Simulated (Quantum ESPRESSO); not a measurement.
Crystal: CoO.

```
Co O
1.0
     0.00000    2.13150    2.13150
     2.13150    0.00000    2.13150
     2.13150    2.13150    0.00000
Co O
1 1
Direct
  0.00000 0.00000 0.00000
  0.50000 0.50000 0.50000
```

| Quantity | Value |
| --- | --- |
| Program | Quantum ESPRESSO 7.5 |
| Task | single point |
| Functional | PBEsol |
| Potentials or basis | GBRV 1.5 PBEsol |
| Cutoff | 762 eV |
| Density cutoff | 6095 eV |
| k mesh | 11 × 11 × 11 |
| Occupations | fermi-dirac, width 0.05 eV |
| Spin | collinear spin, ferromagnetic start |
| Starting moments | [2.0, 0.0] μB |

On this cell: pressure -10.7 GPa; largest force zero by symmetry; net moment 2.99 μB per cell; site moments Co +2.54; O +0.35 μB; band gap on the k mesh none (metal or under the smearing width).

The same run follows on a disturbed copy (atoms moved at random, drawn with an rms of 0.05 Å):

```xyz
2
Lattice="0.0000 2.1315 2.1315 2.1315 0.0000 2.1315 2.1315 2.1315 0.0000" Properties=species:S:1:pos:R:3 pbc="T T T"
Co    0.0498    0.0164    0.0019
O     2.1581    2.1154    2.1619
```

Task: What does the disturbed cell give?

Result: The energy (extrapolated to zero smearing) moves by -0.3 meV/atom; pressure -10.5 GPa; largest force 0.022 eV/Å; net moment 2.99 μB per cell; site moments Co +2.53; O +0.35 μB; band gap on the k mesh none (metal or under the smearing width).

Forces on the atoms (eV/Å):
```
Co   0.011  0.014 -0.013
O   -0.011 -0.014  0.013
```

Stress tensor (GPa, compression positive):
```
-10.57  -0.06   0.05
 -0.06 -10.41   0.07
  0.05   0.07 -10.49
```

Caveats: a cell with one magnetic atom can't hold antiferromagnetic order, which such compounds often take; semilocal functionals often make such compounds metallic where correlation or magnetic order opens a gap, which also shifts bond lengths.
